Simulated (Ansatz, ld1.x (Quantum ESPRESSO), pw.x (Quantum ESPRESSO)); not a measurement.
# What a changed setting does to a pw.x run (diamond As)

Potential: PAW, ld1.x (Quantum ESPRESSO) 7.5, PBE; core [Ar] 3d10, reference 4s1.75 4p3.25; waves: 4s (bound): rcut 1.45, rcutus 1.65 bohr; 4s channel at 1 Ry: rcut 1.45, rcutus 1.65 bohr; 4p (bound): rcut 1.35, rcutus 1.85 bohr; 4p channel at 1.75 Ry: rcut 1.35, rcutus 1.85 bohr; 4d channel at 0.35 Ry: rcut 1.55, rcutus 1.85 bohr; local part: all-electron potential smoothed inside 1.40 bohr (lloc = -1); core correction: Bessel-smoothed model core inside 1.05 bohr; augmentation: PSQ, inside the norm-conserving radii.

The reference run (k-mesh 8³, cutoffs 40/320 Ry, Fermi–Dirac 0.01 Ry, mixing_beta 0.4, conv_thr 1e-9, no spin) gives -0.23 GPa at 28.643 Å³/atom, where all-electron LAPW gives 0.02 GPa. This run, with its own iteration cap, changes k-mesh points per axis to 3.

```
&control
  calculation='scf', prefix='x', pseudo_dir='./', outdir='./tmp', tstress=.true., disk_io='none'
/
&system
  ibrav=0, nat=2, ntyp=1, ecutwfc=40, ecutrho=320, nbnd=12,
  occupations='smearing', smearing='fd', degauss=0.01
/
&electrons
  conv_thr=1e-09, mixing_beta=0.4, electron_maxstep=50
/
ATOMIC_SPECIES
As 1.0 As.UPF
CELL_PARAMETERS angstrom
  0.00000000 3.05965764 3.05965764
  3.05965764 0.00000000 3.05965764
  3.05965764 3.05965764 0.00000000
ATOMIC_POSITIONS crystal
As 0.0000 0.0000 0.0000
As 0.2500 0.2500 0.2500
K_POINTS automatic
3 3 3 0 0 0
```

```bash
pw.x < As.scf.in > As.scf.out
```

**Question.** How does the run end?

**Answer.** It converges in 7 iterations; the free energy moves by -156.9 meV/atom and the pressure by -3.21 GPa.

```
Message from routine setup:
     using ibrav=0 with symmetry is DISCOURAGED, use correct ibrav instead
     lattice parameter (alat)  =       8.1769  a.u.
     unit-cell volume          =     386.5851 (a.u.)^3
     number of electrons       =        10.00
     number of Kohn-Sham states=           12
     kinetic-energy cutoff     =      40.0000  Ry
     charge density cutoff     =     320.0000  Ry
     scf convergence threshold =      1.0E-09
     Exchange-correlation= SLA  PW   PBX  PBC
     number of k points=     4  Fermi-Dirac smearing, width (Ry)=  0.0100
     iteration #  1     ecut=    40.00 Ry     beta= 0.40
     total energy              =    -351.98416424 Ry
     estimated scf accuracy    <       0.01152158 Ry
     iteration #  2     ecut=    40.00 Ry     beta= 0.40
     total energy              =    -351.98373545 Ry
     estimated scf accuracy    <       0.00307884 Ry
     iteration #  3     ecut=    40.00 Ry     beta= 0.40
     total energy              =    -351.98391034 Ry
     estimated scf accuracy    <       0.00008262 Ry
     iteration #  4     ecut=    40.00 Ry     beta= 0.40
     total energy              =    -351.98391655 Ry
     estimated scf accuracy    <       0.00000040 Ry
     iteration #  5     ecut=    40.00 Ry     beta= 0.40
     total energy              =    -351.98391671 Ry
     estimated scf accuracy    <       0.00000019 Ry
     iteration #  6     ecut=    40.00 Ry     beta= 0.40
     total energy              =    -351.98391672 Ry
     estimated scf accuracy    <          5.7E-09 Ry
     iteration #  7     ecut=    40.00 Ry     beta= 0.40
     the Fermi energy is     4.1006 ev
!    total energy              =    -351.98391672 Ry
     estimated scf accuracy    <          3.4E-10 Ry
     smearing contrib. (-TS)   =      -0.00829716 Ry
     The total energy is F=E-TS. E is the sum of the following terms:
     one-electron contribution =       3.57577062 Ry
     hartree contribution      =       2.69383673 Ry
     xc contribution           =     -79.98853157 Ry
     ewald contribution        =     -23.29158275 Ry
     one-center paw contrib.   =    -254.96511258 Ry
     convergence has been achieved in   7 iterations
          total   stress  (Ry/bohr**3)                   (kbar)     P=      -34.37
     Message from routine punch:
     Nothing written, as per user request (disk_io='none')
```

The run took about 7.2 s on one core of a shared host (Neoverse-V1, 64 threads, 251 GiB, load 31).
